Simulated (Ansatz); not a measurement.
input.yaml for Li₂O (Ansatz 0.2.0)

```yaml
crystal:
  lattice:
    - [0.0, 2.3268543819, 2.3268543819]
    - [2.3268543819, 0.0, 2.3268543819]
    - [2.3268543819, 2.3268543819, 0.0]
  atoms:
    - { symbol: Li, position: [0.75, 0.75, 0.75] }
    - { symbol: Li, position: [0.25, 0.25, 0.25] }
    - { symbol: O, position: [0.0, 0.0, 0.0] }
basis:
  ecutwfc: 480
kpoints:
  mp_grid: { grid: [6, 6, 6] }
hamiltonian:
  xc: pbe
scf:
  occupations: { method: gaussian, width: 0.1 }
  max_iter: 80
  convergence: { dr2_threshold: "1e-6 eV" }
output:
  forces: true
  stress: true
  eigenvalues: true
```

Command:

```bash
ansatz run input.yaml --threads 1 --pin off --max-ram 1331MiB --backend cpu --events-out ev --progress --plain --runs-dir out
```

From the log (HF is the Harris–Foulkes energy, dr2 the density residual in eV):

```text
Warning: scf.convergence.dr2_threshold = 1e-6 eV is looser than this run's default, which is 1e-7 eV or tighter. The error in the forces grows as the threshold's square root, so leave the key out unless less accurate forces are enough
Warning: output.stress: scf.convergence.dr2_threshold = 1e-6 eV is looser than the 3e-10 eV advised for a printed stress (1e-10 eV for each atom of the cell: 3). What an SCF threshold leaves in a stress goes as its square root, and in the free energy as the threshold itself …
Pseudopotential: Li, paw, valence charge 3, recommended cutoff 420 eV (normal)
Pseudopotential: O, paw, valence charge 6, recommended cutoff 420 eV (normal)
Crystal: 3 atoms, lattice volume = 25.196 Å³
Basis set: ecut = 480 eV, 609 PW (Γ), exchange–correlation on 48×48×48 points (8 copies of the dense FFT grid, shifted against one another)
Bands: 10, of which v1, the nominal top of the filled ones, is band 6 counted from 1 (5 counted from 0)
Symmetry: 48 space group operations
Space group: Fm-3m (ITA 225), of the structure as read, at distance tolerance 2.9e-5 Å
k-points: 16 of 216
Initial density: superposition of atomic densities, corrected by the library's trained network
SCF iter   1: HF=-979.866053 eV  Δρ=9.74e-4  dr2=3.65e-5
SCF iter   2: HF=-979.865971 eV  Δρ=6.70e-4  dr2=7.03e-5
SCF iter   3: HF=-979.865964 eV  Δρ=3.45e-4  dr2=1.61e-5
SCF iter   4: F=-979.865963 eV  HF=-979.865964 eV  Δρ=5.52e-5  dr2=5.49e-7
SCF iter   5: F=-979.865964 eV  HF=-979.865964 eV  Δρ=1.66e-5  dr2=5.40e-8
SCF iter   6: F=-979.865964 eV  HF=-979.865964 eV  Δρ=4.02e-6  dr2=3.23e-9
SCF 1 converged in 6 iterations: F = -979.865964 eV  dr2 = 3.23e-9
SCF converged after 6 iterations
Free energy (F): -979.865964 eV
E sigma→0 (E₀):  -979.865964 eV
Fermi energy:    5.255581 eV
--- Forces (eV/Å), atoms counted from 1 ---
  atom   1  Li     0.00000000    -0.00000000    -0.00000000
  atom   2  Li     0.00000000    -0.00000000    -0.00000000
  atom   3  O     -0.00000000     0.00000000    -0.00000000
--- Stress (GPa, compression-positive) ---
       -1.380522      -0.000000       0.000000
       -0.000000      -1.380522       0.000000
       -0.000000       0.000000      -1.380522
  P = ⅓ Tr σ = -1.3805 GPa (-13.805 kbar)
```

Settings here are deliberately varied, not converged.